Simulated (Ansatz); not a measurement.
# Moving the functional in CeO2

```
Ce O
1.0
     0.00000    2.70365    2.70365
     2.70365    0.00000    2.70365
     2.70365    2.70365    0.00000
Ce O
1 2
Direct
  0.00000 0.00000 0.00000
  0.75000 0.75000 0.75000
  0.25000 0.25000 0.25000
```

Kept alike: task equation of state; k mesh 9 × 9 × 9; occupations fermi-dirac, width 0.05 eV; collinear spin, ferromagnetic start. Program: Ansatz, Ansatz PAW. Cutoffs run from 420 to 500 eV. The mesh is that of the run's cell of 3 atoms. No spin-orbit coupling.

| run | volume (Å³/atom) | bulk modulus (GPa) |
| --- | --- | --- |
| A | 13.596 | 174.1 |
| B | 13.396 | 191.5 |
| C | 13.108 | 192.4 |
| D | 12.823 | 206.5 |

Volume and modulus come from cells scaled at fixed shape and fractions. The moments vanished: the runs ended non-magnetic. All rows use potentials made for PBE.

The runs differ in the functional (and the cutoff that goes with it) alone: LDA; PBE; PBEsol; r2SCAN. Which run is which?

Run A is PBE; run B is r2SCAN; run C is PBEsol; run D is LDA. The volume runs from 12.823 (LDA) to 13.596 Å³/atom (PBE). From PBE: LDA -0.773; PBEsol -0.488; r2SCAN -0.200. The bulk modulus runs from 174.1 (PBE) to 206.5 GPa (LDA). From PBE: LDA +32.4; PBEsol +18.3; r2SCAN +17.4.
